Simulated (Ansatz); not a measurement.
A run of Ansatz 0.2.0 is set up as follows.

The input input.yaml:

```yaml
crystal:
  lattice:
    - [0.0, 2.6045, 2.6045]
    - [2.6045, 0.0, 2.6045]
    - [2.6045, 2.6045, 0.0]
  atoms:
    - { symbol: Mn, position: [0.0, 0.0, 0.0], spin: 4.0 }
    - { symbol: S, position: [0.5, 0.5, 0.5] }
hamiltonian:
  xc: pbesol
  pseudopotentials: { kind: paw }
  dispersion: d3bj
magnetization:
  spin_polarized: true
kpoints:
  mp_grid: { grid: [9, 9, 9] }
scf:
  occupations: { method: fermi_dirac, width: 0.05 }
output:
  forces: true
  stress: true
relax:
  f_tol: 0.01
  max_steps: 40
  cell: { stress_tol: 0.05 }
```

Potentials or basis: Ansatz PAW.

Command:

```console
$ ansatz run input.yaml --threads 2 --pin off --max-ram 5632MiB --backend cpu --events-out ev --progress --plain --runs-dir out
```

(1) Predict the site moments.

(2) What does it give for the space group after relaxing (to 0.05 Å)?

(3) Estimate the absolute moment.

Answers

(1) Mn +3.83; S +0.11 μB.

(2) Fm-3m (No. 225).

(3) 4.28 μB per cell.

Caveat: a cell with one magnetic atom can't hold antiferromagnetic order, which such compounds often take.
